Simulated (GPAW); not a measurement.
# ZrC (P6_3/mmc) in GPAW: reference runs

How does ZrC come out in PBE? The cell is run as given.

Program: GPAW 26.7.0. These are calculated values, not measurements. Logs are shortened: lines on timing, memory, paths and dates and some standing lists are left out, and cuts for length are marked. The log counts tension as positive stress, the text compression.

## Step 1: The structure

Symmetry: P6_3/mmc, No. 194, hexagonal system. Conventional cell: a = 3.391 Å, b = 3.391 Å, c = 5.290 Å, α = 90.00°, β = 90.00°, γ = 120.00°. Around Zr (site symmetry -6m2) lie 6 C at 2.36 Å. C (site symmetry -3m) has 6 Zr at 2.36 Å and 2 C at 2.65 Å as nearest neighbours.

The cell comes from a database or a generator and needn't be the stable form of this composition.

## Step 2: Single point, PBE

run.py reads:

```python
from ase import Atoms
from ase.dft.bandgap import bandgap
from ase.io import write
from ase.units import GPa
from gpaw import GPAW, PW

atoms = Atoms(['Zr', 'Zr', 'C', 'C'],
              cell=[[3.3914762718, 0.0, 0.0],
                    [-1.6957381359, 2.9371046077, 0.0],
                    [0.0, 0.0, 5.290053]],
              scaled_positions=[[0.6666666667, 0.3333333333, 0.75],
                                [0.3333333333, 0.6666666667, 0.25],
                                [0.0, 0.0, 0.5],
                                [0.0, 0.0, 0.0]],
              pbc=True)

calc = GPAW(mode=PW(800),
            xc='PBE',
            kpts={'size': (9, 9, 5), 'gamma': True},
            occupations={'name': 'fermi-dirac', 'width': 0.05},
            nbands=31,
            convergence={'density': 1e-05, 'energy': 1e-05},
            maxiter=150,
            txt='gpaw.txt')
atoms.calc = calc
energy = atoms.get_potential_energy()
forces = atoms.get_forces()
stress = atoms.get_stress()
calc.write('gs.gpw')
write('result.traj', atoms)
print(f'Energy: {energy:.6f} eV')
print('Forces (eV/A):')
print(forces.round(4))
print('Stress (GPa):', (stress / GPa).round(3))
print('Fermi level:', round(calc.get_fermi_level(), 4), 'eV')
print(f'Gap: {bandgap(calc)[0]:.4f} eV, direct: {bandgap(calc, direct=True)[0]:.4f} eV')
```

Potentials or basis: GPAW PAW data sets (gpaw-data 1.2.1), pw.

Run with:

```
OMP_NUM_THREADS=1 python run.py
```

gpaw.txt:

```text
__  _  _
 | _ |_)|_||  |
 |__||  | ||/\| - 26.7.0

Input parameters:
  mode=PW(ecut=800.0),
  convergence={'density': 1e-05, 'energy': 1e-05},
  kpts=MonkhorstPack(size=(9, 9, 5), gamma=True),
  maxiter=150,
  nbands=31,
  occupations=Occupations(name='fermi-dirac', width=0.05),
  xc=XC(name='PBE')

Diagonalizing LCAO Hamiltonian
Converting LCAO to pw mode

            Zr

       C Zr

       C

Atoms  # Å, Bohr magnetons
|   | symbol |         x |        y |        z |    initial magnetic moments |
|---|--------|-----------|----------|----------|-----------------------------|
| 0 |     Zr |  1.695738 | 0.979035 | 3.967540 | ( 0.0000,  0.0000,  0.0000) |
| 1 |     Zr | -0.000000 | 1.958070 | 1.322513 | ( 0.0000,  0.0000,  0.0000) |
| 2 |      C |  0.000000 | 0.000000 | 2.645027 | ( 0.0000,  0.0000,  0.0000) |
| 3 |      C |  0.000000 | 0.000000 | 0.000000 | ( 0.0000,  0.0000,  0.0000) |

Unit cell  # Å
| periodic |         x |        y |        z |  lengths |     angles |
|----------|-----------|----------|----------|----------|------------|
|      yes |  3.391476 | 0.000000 | 0.000000 | 3.391476 |  90.000000 |
|      yes | -1.695738 | 2.937105 | 0.000000 | 3.391476 |  90.000000 |
|      yes |  0.000000 | 0.000000 | 5.290053 | 5.290053 | 120.000000 |

Number of symmetries: 12
Symmetry operations  # r_c * U_cc + t_c -> r_c
|    | kind |            matrix            |
|----|------|------------------------------|
|  0 |  σ   |  1, 1, 0,  0,-1, 0,  0, 0, 1 |
|  1 |  S6  |  1, 1, 0, -1, 0, 0,  0, 0,-1 |
|  2 |  E   |  1, 0, 0,  0, 1, 0,  0, 0, 1 |
|  3 |  C2  |  1, 0, 0, -1,-1, 0,  0, 0,-1 |
|  4 |  C2  |  0, 1, 0,  1, 0, 0,  0, 0,-1 |
|  5 |  C3  |  0, 1, 0, -1,-1, 0,  0, 0, 1 |
|  6 |  S6  |  0,-1, 0,  1, 1, 0,  0, 0,-1 |
|  7 |  σ   |  0,-1, 0, -1, 0, 0,  0, 0, 1 |
|  8 |  σ   | -1, 0, 0,  1, 1, 0,  0, 0, 1 |
|  9 |  i   | -1, 0, 0,  0,-1, 0,  0, 0,-1 |
| 10 |  C3  | -1,-1, 0,  1, 0, 0,  0, 0, 1 |
| 11 |  C2  | -1,-1, 0,  0, 1, 0,  0, 0,-1 |

BZ-sampling:
  Number of BZ points: 405
  Number of IBZ points: 50

  Monkhorst-Pack size: [9, 9, 5]
  Monkhorst-Pack shift: [0, 0, 0]

K-points  # in reciprocal-cell coordinates
|     |                                coordinates |     weight |
|-----|--------------------------------------------|------------|
|   0 | (  0.00000000,   0.00000000,   0.00000000) | 0.00246914 |
|   1 | (  0.00000000,   0.00000000,   0.20000000) | 0.00493827 |
|   2 | (  0.00000000,   0.00000000,   0.40000000) | 0.00493827 |
|   3 | (  0.11111111,   0.00000000,  -0.40000000) | 0.01481481 |
|   4 | (  0.11111111,   0.00000000,  -0.20000000) | 0.01481481 |
|   5 | (  0.11111111,   0.00000000,   0.00000000) | 0.01481481 |
|   6 | (  0.11111111,   0.00000000,   0.20000000) | 0.01481481 |
|   7 | (  0.11111111,   0.00000000,   0.40000000) | 0.01481481 |
|   8 | (  0.22222222,  -0.11111111,   0.00000000) | 0.01481481 |
|   9 | (  0.22222222,  -0.11111111,   0.20000000) | 0.02962963 |
| ... |                                            |            |
|  49 | (  0.44444444,   0.44444444,   0.40000000) | 0.02962963 |

Plane wave coefficients: 2730
Cutoff: 800.0 eV

Spin-components: 1 (collinear spins)
Bands:           31
Projectors:      22
Spin-degeneracy: 2
Datatype:        complex128

Density:
  Valence electrons: 32.0
  Components: 1
  Grid points: [24 24 35]
  Charge: 0.0  # |e|

Potential:
  Grid points: [24 24 35]

species:
  Zr:
    name:    Zirconium
    Z:       40.0
    valence: 12
    core:    28
    charge:  0.0  # [|e|]
    compensation charges:
      type: gauss
      rc: 0.40  # [Å]
      lmax: 2
    cutoffs:
      filter: 2.39  # [Å]
      core: 1.59  # [Å]
    projectors
    | kind |    occ | energy [eV] | rcut [Å] |
    |------|--------|-------------|----------|
    |   4s |  2.000 |     -54.478 |    1.323 |
    |   5s |  2.000 |      -4.438 |    1.323 |
    |   4p |  6.000 |     -32.467 |    1.334 |
    |   5p |  0.000 |      -1.470 |    1.334 |
    |   4d |  2.000 |      -3.600 |    1.244 |
    |    d |        |      23.611 |    1.244 |

    Using partial waves for Zr as LCAO basis

  C:
    name:    Carbon
    Z:       6.0
    valence: 4
    core:    2
    charge:  0.0  # [|e|]
    compensation charges:
      type: gauss
      rc: 0.20  # [Å]
      lmax: 2
    cutoffs:
      filter: 1.14  # [Å]
      core: 1.14  # [Å]
    projectors
    | kind |    occ | energy [eV] | rcut [Å] |
    |------|--------|-------------|----------|
    |   2s |  2.000 |     -13.751 |    0.635 |
    |   2p |  2.000 |      -5.284 |    0.635 |
    |    s |        |      13.461 |    0.635 |
    |    p |        |      21.927 |    0.635 |
    |    d |        |       0.000 |    0.635 |

    Using partial waves for C as LCAO basis

Reference energy: -197842.398701  # eV

eigensolver:
  PPCG
  Converge bands: occupied
  niter=2

density mixing:
  MSR1-Mixer
  Pratt-step length: 0.05
  Maximum mixing coefficient: 0.75
  Old densities: 10
  SVD Regularization: 0.005
  Good broyden scale: 1.0
  Trust region scale: 1.0
  Backstep threshold: 4.0
  History deletion threshold: 6.0
  Fourier metric: weight=20.0, sigma=0.015

occupation numbers:
  Fermi-Dirac:
    width: 0.0500  # eV

poisson solver:
  ecut: 6400.0  # eV

xc functional:
[... 9 lines left out ...]
|iter     | |      energy | eigst |  dens |
|---------|-|-------------|-------|-------|
|iter:   1| |  -39.470834 | +0.15 |       |
|iter:   2| |  -38.273057 | -1.42 | -0.82 |
|iter:   3| |  -36.105669 | -1.01 | -0.90 |
|iter:   4| |  -36.096958 | -2.55 | -1.55 |
|iter:   5| |  -36.106428 | -2.99 | -1.79 |
|iter:   6| |  -36.106640 | -4.40 | -2.73 |
|iter:   7| |  -36.106650c| -5.66 | -3.38 |
|iter:   8| |  -36.106649c| -6.69 | -3.87 |
|iter:   9| |  -36.106649c| -7.27 | -4.07 |
|iter:  10| |  -36.106649c| -8.17c| -5.10c|

Converged in 10 steps
Energy contributions relative to reference atoms: (reference = -197842.398701)

Energy contributions:
  Kinetic:          22.230304
  Coulomb:         -26.503937
  Zero:              0.709356
  External:          0.000000
  Xc:              -32.539256
  Entropy:          -0.006232
  Spinorbit:         0.000000
  ----------------------------
  Free energy:     -36.109766
  Extrapolated:    -36.106649

dipole moment: (-6.751502, -11.693944, -10.531047)  # |e|*Ang

Fermi level: 10.604
Eigenvalues  # (at kpt = [0.000, 0.000, 0.000])
| band index |      eig [eV] | occ [0-2] |
|------------|---------------|-----------|
|          0 |       -37.781 |     2.000 |
|        ... |               |           |
|          7 |       -15.459 |     2.000 |
|          8 |        -1.211 |     2.000 |
|          9 |         2.436 |     2.000 |
|         10 |         4.735 |     2.000 |
|         11 |         7.791 |     2.000 |
|         12 |         7.791 |     2.000 |
[... 8 lines left out ...]
|         21 |        13.820 |     0.000 |
|         22 |        14.930 |     0.000 |
|        ... |               |           |
|         30 |        24.257 |     0.000 |

No gap
No difference between direct/indirect transitions

Forces  # eV/Ang
|       x |        y |        z |
|---------|----------|----------|
| 0.00000 | -0.00000 | -0.00002 |  # Zr   0
| 0.00000 |  0.00000 |  0.00002 |  # Zr   1
| 0.00000 |  0.00000 |  0.00000 |  # C    2
| 0.00000 |  0.00000 |  0.00000 |  # C    3

Stress tensor  # eV/Ang^3
|        x |        y |        z |
|----------|----------|----------|
| 0.025231 | 0.000000 | 0.000000 |
| 0.000000 | 0.025231 | 0.000000 |
| 0.000000 | 0.000000 | 0.009692 |

# Writing to gs.gpw (mode='')
```

stdout:

```text
Energy: -36.106649 eV
Forces (eV/A):
[[ 0. -0. -0.]
 [ 0.  0.  0.]
 [ 0.  0.  0.]
 [ 0.  0.  0.]]
Stress (GPa): [4.042 4.042 1.553 0.    0.    0.   ]
Fermi level: 10.6037 eV
Gap: 0.0000 eV, direct: 0.0000 eV
```

It took 68 s on 1 thread of Intel Xeon 6975P-C (Granite Rapids), shared host; peak memory 0.26 GiB.

Results:

- Free energy: -36.1098 eV
- Pressure: -3.2 GPa
- Band gap on the k mesh: none (metal or under the smearing width)

Stress tensor (GPa, compression positive):
```
-4.04  0.00  0.00
 0.00 -4.04  0.00
 0.00  0.00 -1.55
```
